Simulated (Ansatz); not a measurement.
Input and command of a plane-wave DFT calculation in Ansatz:

```yaml
crystal:
  lattice:
    - [0.0, 2.0371738447, 2.0371738447]
    - [2.0371738447, 0.0, 2.0371738447]
    - [2.0371738447, 2.0371738447, 0.0]
  atoms:
    - { symbol: V, position: [0.5, 0.5, 0.5] }
    - { symbol: "N", position: [0.0, 0.0, 0.0] }
basis:
  ecutwfc: 420
kpoints:
  mp_grid: { grid: [18, 18, 18] }
hamiltonian:
  xc: pbesol
scf:
  occupations: { method: gaussian, width: 0.1 }
output:
  forces: true
  stress: true
  eigenvalues: true
relax:
  adjacent_minimum: "off"
  f_tol: 0.01
  max_steps: 60
  cell: { stress_tol: 0.1 }
```

```bash
ansatz run input.yaml --threads 1 --pin off --max-ram 2560MiB --backend cpu --events-out ev --progress --plain --runs-dir out
```

Processor: Intel(R) Xeon(R) Platinum 8375C CPU @ 2.90GHz (Ice Lake), 1 thread, on a host shared with other jobs.

Question: How long does it run, and how much memory does it take?

Answer: About 13 s on 1 thread of Intel(R) Xeon(R) Platinum 8375C CPU @ 2.90GHz (Ice Lake), on a shared host, peak memory 0.41 GiB. It solves 13 bands at 195 k points (the mesh reduced by the symmetry that the task leaves, which can be less than the crystal's) with about 331 plane waves (on the last cell), in 25 SCF iterations over 4 ionic steps.
